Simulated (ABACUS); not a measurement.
# Ag (P6_3/mmc) in ABACUS: reference runs

How does Ag come out in PBE? The cell is run as given and disturbed.

Program: ABACUS 3.10.1. These are calculated values, not measurements. Logs are shortened: lines on timing, memory, paths and dates and some standing lists are left out, and cuts for length are marked.

## Step 1: The crystal as given

The structure is hexagonal, space group P6_3/mmc (No. 194). Conventional cell: a = 2.930 Å, b = 2.930 Å, c = 4.790 Å, α = 90.00°, β = 90.00°, γ = 120.00°. Ag (site symmetry -6m2) is surrounded by 12 Ag at 2.93 Å.

This isn't the form of Ag at room conditions, which is fcc.

## Step 2: Single point, PBE

Contents of INPUT:

```
INPUT_PARAMETERS
suffix              Ag
calculation         scf
basis_type          pw
pseudo_dir          ./
symmetry            1
dft_functional      pbe
ecutwfc             82
pseudo_rcut         10
nspin               1
nbands              23
ks_solver           dav
smearing_method     fd
smearing_sigma      0.00367493
scf_thr             1e-08
scf_nmax            100
mixing_type         broyden
mixing_beta         0.7
cal_force           1
cal_stress          1
kpar                4
```

Contents of STRU:

```
ATOMIC_SPECIES
Ag 107.8682 Ag.upf

LATTICE_CONSTANT
1.8897261246

LATTICE_VECTORS
2.9300000000 0.0000000000 0.0000000000
-1.4650000000 2.5374544331 0.0000000000
0.0000000000 0.0000000000 4.7900000000

ATOMIC_POSITIONS
Direct

Ag
0.0
2
0.6666666667 0.3333333333 0.7500000000 1 1 1
0.3333333333 0.6666666667 0.2500000000 1 1 1
```

Contents of KPT:

```
K_POINTS
0
Gamma
10 10 6 0 0 0
```

Potentials or basis: PseudoDojo NC SR 0.4.1 PBE standard, plane waves.

Launch:

```
$ OMP_NUM_THREADS=1 mpirun -np 4 abacus > log
```

running log:

```text
ABACUS v3.10.1

               Atomic-orbital Based Ab-initio Computation at UStc

 ------------------------------------------------------------------------------------

 READING GENERAL INFORMATION
                           global_out_dir = OUT.Ag/
                           global_in_card = INPUT
                               pseudo_dir = ./
                              orbital_dir =
                                    DSIZE = 4
                                    GSIZE = 1

 READING UNITCELL INFORMATION
                                    ntype = 1
                  lattice constant (Bohr) = 1.88973
              lattice constant (Angstrom) = 1

 READING ATOM TYPE 1
                               atom label = Ag
                      L=0, number of zeta = 1
                      L=1, number of zeta = 1
                      L=2, number of zeta = 1
             number of atom for this type = 2

                        TOTAL ATOM NUMBER = 2
DIRECT COORDINATES
    atom                   x                   y                   z     mag                  vx                  vy                  vz
taud_Ag1            0.6666666667        0.3333333333        0.7500000000  0.0000        0.0000000000        0.0000000000        0.0000000000
taud_Ag2            0.3333333333        0.6666666667        0.2500000000  0.0000        0.0000000000        0.0000000000        0.0000000000

                          Volume (Bohr^3) = 240.324
                             Volume (A^3) = 35.6124

 Lattice vectors: (Cartesian coordinate: in unit of a_0)
                +2.93                  +0                  +0
               -1.465            +2.53745                  +0
                   +0                  +0               +4.79
 Reciprocal vectors: (Cartesian coordinate: in unit of 2 pi/a_0)
            +0.341297           +0.197048                  -0
                   -0           +0.394096                  -0
                   +0                  -0           +0.208768
 The esolver type has been set to : ksdft_pw

                PAO radial cut off (Bohr) = 10

 Read in pseudopotential file is Ag.upf
                     pseudopotential type = NC
          exchange-correlation functional = PBE
                 nonlocal core correction = 1
                        valence electrons = 19
                                     lmax = 2
                           number of zeta = 4
                     number of projectors = 6
                           L of projector = 0
                           L of projector = 0
                           L of projector = 1
                           L of projector = 1
                           L of projector = 2
                           L of projector = 2
     initial pseudo atomic orbital number = 20

 SETUP THE ELECTRONS NUMBER
            electron number of element Ag = 19
      total electron number of element Ag = 38
            AUTOSET number of electrons:  = 38
                           occupied bands = 19
                                   NBANDS = 23
                                   NLOCAL = 18

%%%%%%%%%%%%%%%%%%%%%%%%%%%%%%%%%%%%%%%%%%%%%%%%%%%%%%%%%%%%%%%%%%%%%%%%%%%%%%%%%%%%%%%%%%%%%%%%%%%%%%%%%%
 Warning: the number of valence electrons in pseudopotential > 11 for Ag: [Kr] 4d10 5s1
 Pseudopotentials with additional electrons can yield (more) accurate outcomes, but may be less efficient.
 If you're confident that your chosen pseudopotential is appropriate, you can safely ignore this warning.
%%%%%%%%%%%%%%%%%%%%%%%%%%%%%%%%%%%%%%%%%%%%%%%%%%%%%%%%%%%%%%%%%%%%%%%%%%%%%%%%%%%%%%%%%%%%%%%%%%%%%%%%%%

 SETUP THE PLANE WAVE BASIS
 energy cutoff for charge/potential (unit:Ry) = 328
            fft grid for charge/potential = [ 32, 32, 54 ]
                        fft grid division = [ 1, 1, 1 ]
        big fft grid for charge/potential = [ 32, 32, 54 ]
                                     nbxx = 55296
                                     nrxx = 55296

 SETUP PLANE WAVES FOR CHARGE/POTENTIAL
                    number of plane waves = 24029
                         number of sticks = 685

 PARALLEL PW FOR CHARGE/POTENTIAL
     PROC   COLUMNS(POT)             PW
        1            685          24029
 --------------- sum -------------------
        1            685          24029
                            number of |g| = 1189
                                  max |g| = 29.6576
                                  min |g| = 0

----------- Double Check Mixing Parameters Begin ------------
mixing_type: broyden
mixing_beta: 0.7
mixing_gg0: 1
mixing_gg0_min: 0.1
mixing_ndim: 8
----------- Double Check Mixing Parameters End ------------

 LATTICE VECTORS: (CARTESIAN COORDINATE: IN UNIT OF A0)
                +2.93                  +0                  +0
               -1.465            +2.53745                  +0
                   +0                  +0               +4.79
                       right hand lattice = 1
                                   NORM_A = 2.93
                                   NORM_B = 2.93
                                   NORM_C = 4.79
                           ALPHA (DEGREE) = 90
                           BETA  (DEGREE) = 90
                           GAMMA (DEGREE) = 120

 The lattice vectors have been changed (STRU_SIMPLE.cif)

(for optimal symmetric configuration:)
                             BRAVAIS TYPE = 4
                     BRAVAIS LATTICE NAME = 04. Hexagonal cell
                                    ibrav = 4
                                    IBRAV = 4
                                  BRAVAIS = HEXAGONAL CELL
                       LATTICE CONSTANT A = 2.93
                                C/A RATIO = 1.63481
Original cell was already a primitive cell.
                        ROTATION MATRICES = 24
              PURE POINT GROUP OPERATIONS = 12
                   SPACE GROUP OPERATIONS = 24
                                       C2 = 3
                                       C3 = 2
                                       C4 = 0
                                       C6 = 0
                                       S1 = 3
                                       S3 = 0
                                       S4 = 0
                                       S6 = 2
                              POINT GROUP = D_3d
                                       C2 = 7
                                       C3 = 2
                                       C4 = 0
                                       C6 = 2
                                       S1 = 7
                                       S3 = 2
                                       S4 = 0
                                       S6 = 2
               POINT GROUP IN SPACE GROUP = D_6h

 SETUP K-POINTS
                                    nspin = 1
                   Input type of k points = Monkhorst-Pack(Gamma)
                                   nkstot = 600
                       right hand lattice = 1
(for reciprocal lattice: )
                             BRAVAIS TYPE = 4
                     BRAVAIS LATTICE NAME = 04. Hexagonal cell
                                    ibrav = 4
                       right hand lattice = 1
(for k-lattice: )
                             BRAVAIS TYPE = 4
                     BRAVAIS LATTICE NAME = 04. Hexagonal cell
                                    ibrav = 4
                       right hand lattice = 1
                        ROTATION MATRICES = 24
                               nkstot_ibz = 56
K-POINTS REDUCTION ACCORDING TO SYMMETRY
     IBZ    DIRECT_X    DIRECT_Y    DIRECT_Z  WEIGHT  ibz2bz
       1  0.00000000  0.00000000  0.00000000  0.0017       0
       2 -0.10000000  0.10000000  0.00000000  0.0100       1
       3 -0.20000000  0.20000000  0.00000000  0.0100       2
       4 -0.30000000  0.30000000  0.00000000  0.0100       3
       5 -0.40000000  0.40000000  0.00000000  0.0100       4
       6  0.50000000  0.50000000  0.00000000  0.0050       5
[... 22 lines left out ...]
      29  0.00000000  0.00000000  0.33333333  0.0033     200
      30 -0.10000000  0.10000000  0.33333333  0.0200     201
[... 26 further k points ...]

                               nkstot now = 56
[... K-POINTS DIRECT COORDINATES: 56 rows ...]

           k-point number in this process = 14
       minimum distributed K point number = 14
[... stars of the k points ...]

[... K-POINTS CARTESIAN COORDINATES: 14 rows ...]

[... K-POINTS DIRECT COORDINATES: 14 rows ...]

 SETUP PLANE WAVES FOR WAVE FUNCTIONS
     energy cutoff for wavefunc (unit:Ry) = 82
              fft grid for wave functions = [ 32, 32, 54 ]
                    number of plane waves = 4271
                         number of sticks = 211

 PARALLEL PW FOR WAVE FUNCTIONS
     PROC   COLUMNS(POT)             PW
        1            211           4271
 --------------- sum -------------------
        1            211           4271

 SETUP NONLOCAL PSEUDOPOTENTIALS IN PLANE WAVE BASIS
 Ag non-local projectors:
 projector 1 L=0
 projector 2 L=0
 projector 3 L=1
 projector 4 L=1
 projector 5 L=2
 projector 6 L=2
      TOTAL NUMBER OF NONLOCAL PROJECTORS = 36

 Init Non-Local PseudoPotential table :
 Init Non-Local-Pseudopotential done.

                                     npwx = 3021

 Make real space PAO into reciprocal space.
       max mesh points in Pseudopotential = 1001
     dq(describe PAO in reciprocal space) = 0.01
                                    max q = 1091

 number of pseudo atomic orbitals for Ag is 4
WARNING: norm of atomic wavefunction # 4 of atomic type Ag is 0.999773, renormalized

 -------------------------------------------
 SELF-CONSISTENT
 -------------------------------------------
                                 init_chg = atomic

 PW ALGORITHM --------------- ION=   1  ELEC=   1--------------------------------
 Notice: Threshold on eigenvalues was too large.
 hsover_error=0.38 > DRHO=0.111965
 Origin diag ethr = 0.01
 New diag ethr = 0.000294644

 Density error is 0.114448310177
                          Error Threshold = 0.000294644405103
----------------------------------------------------------
     Energy           Rydberg                 eV
----------------------------------------------------------
 E_KohnSham     -620.0310857635      -8435.9557035102
 E_Harris       -626.9695895938      -8530.3588911967
 E_Fermi        1.2432630337         16.9154613717
----------------------------------------------------------
[... 75 lines left out ...]
 Density error is 2.63809855064e-09
                          Error Threshold = 4.86051780985e-10
----------------------------------------------------------
     Energy           Rydberg                 eV
----------------------------------------------------------
 E_KohnSham     -620.0748787109      -8436.5515371267
 E_KS(sigma->0) -620.0746783481      -8436.5488110518
 E_Harris       -620.0749901883      -8436.5530538548
 E_band         -36.5646508065       -497.4875963484
 E_one_elec     -250.6916880250      -3410.8353983784
 E_Hartree      145.8245536960       1984.0448385730
 E_xc           -92.6323928747       -1260.3283624704
 E_Ewald        -422.5749507817      -5749.4271627011
 E_entropy(-TS) -0.0004007255        -0.0054521498
 E_descf        0.0000000000         0.0000000000
 E_exx          0.0000000000         0.0000000000
 E_Fermi        1.2102808189         16.4667153167
----------------------------------------------------------

 charge density convergence is achieved
 final etot is -8436.5515371 eV
 EFERMI = 16.466715317 eV

 STATE ENERGY(eV) AND OCCUPATIONS    NSPIN == 1
 1/14 kpoint (Cartesian) = 0.0000 0.0000 0.0000 (3009 pws)
       1       -75.4047     0.00333333
       2       -75.3909     0.00333333
       3       -38.9459     0.00333333
       4       -38.8261     0.00333333
       5       -38.8261     0.00333333
       6       -38.8089     0.00333333
[... 140 lines left out ...]
      22        23.4410    2.64071e-63
      23        25.4917    4.07490e-81

[... levels at 8 further k points ...]

------------------------------------------------------------------------------------------
 TOTAL-FORCE (eV/Angstrom)
------------------------------------------------------------------------------------------
                       Ag1         0.0000000000         0.0000000000         0.0000000000
                       Ag2         0.0000000000         0.0000000000         0.0000000000
------------------------------------------------------------------------------------------

----------------------------------------------------------------
 TOTAL-STRESS (KBAR)
----------------------------------------------------------------
         6.4479538300        -0.0000000000         0.0000000000
         0.0000000000         6.4479538300         0.0000000000
         0.0000000000         0.0000000000         0.1404482320
----------------------------------------------------------------
 TOTAL-PRESSURE: 4.345452 KBAR

 --------------------------------------------
 !FINAL_ETOT_IS -8436.5515371266574220 eV
 --------------------------------------------
```

Run time: 10 s. Hardware: 4 MPI ranks of Intel Xeon Platinum 8488C (Sapphire Rapids), shared host; peak memory 0.36 GiB.

Results:

```
Free energy            : -8436.5515 eV
Pressure               : 0.4 GPa
Band gap on the k mesh : none (metal or under the smearing width)
```

Stress tensor (GPa, compression positive):
```
0.64 0.00 0.00
0.00 0.64 0.00
0.00 0.00 0.01
```

Levels at points of the mesh, in eV from the Fermi level:
```tsv
k point	band 15	band 16	band 17	band 18	band 19	band 20	band 21
(0.00, 0.00, 0.00)	-4.32	-3.99	-3.99	-3.05	-3.05	-0.30	3.36
(0.50, 0.50, 0.00)	-3.69	-2.92	-2.88	-2.79	0.13	1.46	6.71
(0.00, 0.00, 0.50)	-4.37	-4.37	-3.34	-3.34	-3.34	-3.34	10.82
(0.50, 0.50, 0.50)	-3.09	-3.09	-2.84	-2.84	0.81	0.81	4.36
```

[end of part 1 of 2]
